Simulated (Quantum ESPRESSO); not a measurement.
Ge:

```
Ge
1.0
     4.05040    0.00000    0.00000
    -2.02520    3.50775    0.00000
     0.00000    0.00000   10.99336
Ge
4
Direct
  0.66667 0.33333 0.41485
  0.33333 0.66667 0.91485
  0.00000 0.00000 0.47745
  0.00000 0.00000 0.97745
```

This isn't the form of Ge at room conditions, which is diamond.

Base run:

| Property | Result |
| --- | --- |
| Program | Quantum ESPRESSO 7.5 |
| Functional | LDA |
| Potentials or basis | GBRV 1.5 LDA |
| Cutoff | 612 eV |
| Density cutoff | 4898 eV |
| k mesh | 8 × 8 × 3 |
| Occupations | fermi-dirac, width 0.05 eV |
| Spin | no spin polarisation |

Its results: pressure -2.6 GPa; largest force 0.271 eV/Å.

Question: The run is repeated on the same cell with these changes: functional from LDA to PBEsol; potentials or basis from GBRV 1.5 LDA to GBRV 1.5 PBEsol. What comes out?

Answer: Pressure -1.7 GPa; largest force 0.168 eV/Å.
